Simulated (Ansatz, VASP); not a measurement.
## Cu in VASP and in Ansatz

```
Cu
1.0
     5.11238    0.00000    0.00000
     2.55619    4.42745    0.00000
     0.00000    0.00000   22.17424
Cu
12
Direct
  0.16667 0.16667 0.40588
  0.66667 0.16667 0.40588
  0.16667 0.66667 0.40588
  0.66667 0.66667 0.40588
  0.83333 0.33333 0.49950
  0.33333 0.33333 0.49950
  0.83333 0.83333 0.49950
  0.33333 0.83333 0.49950
  0.00000 0.00000 0.59312
  0.50000 0.00000 0.59312
  0.00000 0.50000 0.59312
  0.50000 0.50000 0.59312
```

Alike in both runs: functional PBE; k mesh 4 × 4 × 1; occupations gaussian, width 0.1 eV; no spin polarisation.

Ansatz relaxed the structure, and its values are those at the end. VASP's run is a single point on that final structure, the one shown.

|  | VASP | Ansatz |
| --- | --- | --- |
| version | VASP 6.6.1 | Ansatz 0.2.0 |
| potentials or method | VASP PAW PBE potentials, release 64 (Cu) | scalar-relativistic, plane waves, PAW |
| plane-wave cutoff (eV) | 520 | 420 |
| valence electrons in the cell | 132 | 228 |

```tsv
	VASP	Ansatz	Ansatz less VASP
gap on the k mesh at the Fermi level (eV)	none	none	-
rms of the force components (eV/Å)	0.009	0.000	-0.0089
```

A gap of «none» marks a metal or a gap that the smearing closes. The two sets of potentials don't hold the same shells in valence. Ansatz warned: «xc_potential_rough_in_thin_density».
